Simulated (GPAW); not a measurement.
```
! title: A GW chain in GPAW: GaSb (honeycomb monolayer)
! method: DFT, LDA, plane waves, PAW (and 1 further level or step)
! program: GPAW 26.7.0
! settings: cutoff 450 eV, GPAW PAW setups 1.2.1 data release, 6×6×1 k-mesh, nbands 301
! notes: The structure was relaxed with LDA. Limits: no spin-orbit coupling.
! LDA gap: 1.06 eV, direct
! G0W0 gap on the mesh: 2.28 eV
! GW settings: 6×6×1 mesh, 135 bands, screening to 48 eV, full frequency, Hilbert transform
! known limits: short of the basis limit; no spin-orbit coupling
CELL_PARAMETERS angstrom
4.26546 0.00000 0.00000
-2.13273 3.69399 0.00000
0.00000 0.00000 11.40000
ATOMIC_POSITIONS crystal
Ga 0.33333 0.66667 0.47102
Sb 0.66667 0.33333 0.52896
```

[Long decimals in the printed logs are rounded to 6 places.]

[Logs are printed without paths, hosts, clocks, repeated set-up lines and the standing remarks that a program may print on its own settings, such as how far it seeks lower states.]

[Paths, hosts, dates, memory and timing lines, banners, echoed tables and standing remarks are left out of the program output; an Ansatz launch command may be rebuilt from the run's recorded settings. Measured values are a selection of at most five: reports struck by readers or far from the other reports are left out. None is set beside runs whose start may be inverted or whose files or cutoffs have a known fault.]

[Runs of the session that timed out or met a known fault of the program may be left out.]

[Hosts, paths, dates, database ids (printed as entryN), source tags and the programs' standing remarks are cut or masked in the printed files.]

[Where the starting crystal was built by hand or by swapping elements, it need not be the compound's stable phase.]
